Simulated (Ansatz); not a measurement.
**Zone-centre phonons of CuCl at 3.9 GPa: input and output**

Computed with DFT r2SCAN+D3(BJ), scalar-relativistic, plane waves, PAW (Ansatz 0.2.0).

Launched with:
```bash
ansatz run input.yaml --threads 1 --pin off --max-ram 2560MiB --backend cpu --events-out ev --progress --plain --runs-dir out
```

Input (bare energies are in eV):
```yaml
crystal:
  lattice:
    - [0.0, 2.6121, 2.6121]
    - [2.6121, 0.0, 2.6121]
    - [2.6121, 2.6121, 0.0]
  atoms:
    - { symbol: Cu, position: [0.0, 0.0, 0.0] }
    - { symbol: Cl, position: [0.25, 0.25, 0.25] }
basis:
  ecutwfc: 500
kpoints:
  mp_grid: { grid: [10, 10, 10] }
hamiltonian:
  xc: r2scan
  dispersion: d3bj
scf:
  occupations: { method: fixed }
output:
  eigenvalues: true
phonons:
  method: dfpt
  dielectric: true
  rigid_motions: translations
  eigenvectors: true
```

Results section of the output:
```
--- Phonons (Γ-DFPT): 2 representative perturbations + reference, on 171 of 1000 k-points (Σ response iterations 11) ---
  k mesh reduced under 4 symmetry operations, with k and −k counted as one. Each operation leaves every solved perturbation unchanged. A smaller set is not considered because the functional reads the kinetic-energy density
  ASR residual: 1.339e-4 → 0.000e0 eV/Å²; symmetrization residual: 9.917e-6 eV/Å²
  pairwise dispersion correction: d3bj (s6 = 1.0, s8 = 0.78981345, a1 = 0.49484001, a2_bohr = 5.73083694), with the weights of each atom's references fixed at the reference crystal's, and the forces and stress that the weights' published ...
  ASR residual per site (eV/Å²): 1.22e-4 1.34e-4
  Γ frequencies (cm⁻¹): 0.00 0.00 0.00 199.54 199.54 199.54
  ε∞ (high-frequency dielectric tensor):
        4.617823    -0.000000     0.000000
       -0.000000     4.617823     0.000000
        0.000000     0.000000     4.617823
  ε⁰ (static dielectric tensor: ions relaxed, cell fixed):
        5.961475     0.000000    -0.000000
        0.000000     5.961475     0.000000
       -0.000000     0.000000     5.961475
  ε⁰ − ε∞ (ionic part):
        1.343652     0.000000    -0.000000
        0.000000     1.343652     0.000000
       -0.000000     0.000000     1.343652
  softest optical mode at Γ: 199.54 cm⁻¹; the repairs (sum rule, projections) moved no ω² at Γ by more than (1.22 cm⁻¹)²
  Born effective charges Z* (e; rows j = field, columns β = displacement):
    site 0:
         0.93911    0.00000   -0.00000
         0.00000    0.93911    0.00000
        -0.00000    0.00000    0.93911
    site 1:
        -0.93911   -0.00000    0.00000
        -0.00000   -0.93911   -0.00000
         0.00000   -0.00000   -0.93911
  Z* charge neutrality: 3.946e-4 e pre-enforcement
  solved inside a basis spanned on kpoints, on 10×10×10 k-points, its susceptibility summed on 14×14×14: ε∞ is read to err by 1.1e-2, Z* by 2.0e-2 e (field_mesh: kpoints solves on kpoints); Z* is corrected for ...
  optical modes at Γ without the LO–TO term, one row a degenerate level:
      ω (cm⁻¹) modes IR ((D/Å)²/amu)
        199.54      3             2.6824
  optical modes at Γ + LO–TO along q̂ = [1.0000, 0.0000, 0.0000]:
      ω (cm⁻¹) modes IR ((D/Å)²/amu)
        199.54      2             1.7883
        226.72      1             0.8941
  optical modes at Γ + LO–TO along q̂ = [0.0000, 1.0000, 0.0000]:
      ω (cm⁻¹) modes IR ((D/Å)²/amu)
        199.54      2             1.7883
        226.72      1             0.8941
  optical modes at Γ + LO–TO along q̂ = [0.0000, 0.0000, 1.0000]:
      ω (cm⁻¹) modes IR ((D/Å)²/amu)
        199.54      2             1.7883
        226.72      1             0.8941
```

The run took 8.1 min on 1 thread of Arm Neoverse N1, with other jobs on the host, peak memory 1.2 GiB.

The cell is the ideal cubic zincblende prototype.